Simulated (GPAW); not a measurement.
BN (P6_3/mmc), N K edge of atom 1, with 3 B at 1.44 Å (trigonal planar, site symmetry -6m2). Method: GPAW, LDA, full core hole (charged cell), 16-atom cell with 5.0 Å between holes, 5×5×4 k points, dipole transitions, Gaussian full width 0.9 eV up to 4 eV, rising linearly to 3.5 eV at 25 eV.

```xyz
4
Lattice="2.4982 0.0000 0.0000 -1.2491 2.1635 0.0000 0.0000 0.0000 6.6357" Properties=species:S:1:pos:R:3 pbc="T T T"
N     1.2491    0.7212    1.6589
N     0.0000    1.4424    4.9768
B     1.2491    0.7212    4.9768
B     0.0000    1.4424    1.6589
```

Energy from the lowest empty level; a common scale on which the isotropic spectrum has a mean of 1 over the first 20 eV.

| E (eV) | curve 1 | curve 2 |
| --- | --- | --- |
| -2.00 | 0.00 | 0.00 |
| -1.25 | 0.00 | 0.00 |
| -0.50 | 0.00 | 0.20 |
| 0.25 | 0.00 | 1.76 |
| 1.00 | 0.00 | 2.19 |
| 1.75 | 0.03 | 2.62 |
| 2.50 | 0.11 | 1.27 |
| 3.25 | 0.21 | 0.91 |
| 4.00 | 0.40 | 0.94 |
| 4.75 | 0.96 | 0.93 |
| 5.50 | 1.78 | 0.99 |
| 6.25 | 2.77 | 0.31 |
| 7.00 | 3.04 | 0.30 |
| 7.75 | 2.48 | 0.55 |
| 8.50 | 2.05 | 0.48 |
| 9.25 | 1.56 | 0.35 |
| 10.00 | 1.08 | 0.29 |
| 10.75 | 0.98 | 0.23 |
| 11.50 | 1.16 | 0.17 |
| 12.25 | 1.34 | 0.13 |
| 13.00 | 1.60 | 0.16 |
| 13.75 | 1.93 | 0.30 |
| 14.50 | 1.90 | 0.51 |
| 15.25 | 1.42 | 0.66 |
| 16.00 | 0.87 | 0.73 |
| 16.75 | 0.50 | 0.81 |
| 17.50 | 0.32 | 0.95 |
| 18.25 | 0.28 | 1.06 |
| 19.00 | 0.31 | 1.01 |
| 19.75 | 0.37 | 0.81 |
| 20.50 | 0.45 | 0.56 |
| 21.25 | 0.48 | 0.38 |
| 22.00 | 0.46 | 0.28 |
| 22.75 | 0.39 | 0.23 |
| 23.50 | 0.32 | 0.23 |
| 24.25 | 0.28 | 0.27 |
| 25.00 | 0.27 | 0.35 |
| 25.75 | 0.26 | 0.46 |
| 26.50 | 0.23 | 0.58 |
| 27.25 | 0.20 | 0.70 |

The database entry behind the starting cell differs from later determinations by our own check (about 0.3 % short, minor phase), so it need not match the best structure at ambient conditions.

The curves are for the electric vector along different Cartesian axes of the cell as given, averaged over the symmetry-equivalent atoms. Which is which?

Curve 1: along x (⊥ c) (the other in-plane axis gives the same curve within 3 %), main maxima 6.8 eV (3.10), 14.1 eV (1.98) and 21.3 eV (0.48). Curve 2: along z (c), main maxima 1.6 eV (2.75), 5.2 eV (1.12) and 18.5 eV (1.06). A K edge sees empty p states; at this planar three-fold site the curve for the electric vector normal to the plane peaks at 1.6 eV, where it is mainly π* that absorbs: that direction carries over 70 % of the weight there. Each direction probes the empty orbitals that point along it. The holes are only 5.0 Å apart, so the shape is probably not converged with cell size; no larger cell was run here. The mesh is coarse (0.29 Å⁻¹ between points), so small maxima may be mesh ripples.

[Banner, clock and machine lines of the logs are left out without a mark of their own.]

[Logs are printed without paths, hosts, clocks, repeated set-up lines and the standing remarks that a program may print on its own settings, such as how far it seeks lower states.]

[Hosts, paths, dates, database ids (printed as entryN), source tags and the programs' standing remarks are cut or masked in the printed files.]

[Lists of maxima count a maximum above −3 eV only where it reaches 4 % of the highest in the window and stands out from its surroundings by 2 % of it (1.5 % where it reaches 55 %); shoulders and weaker maxima are passed over, and of the rest the first, up to two pre-edge ones and the few strongest are named.]
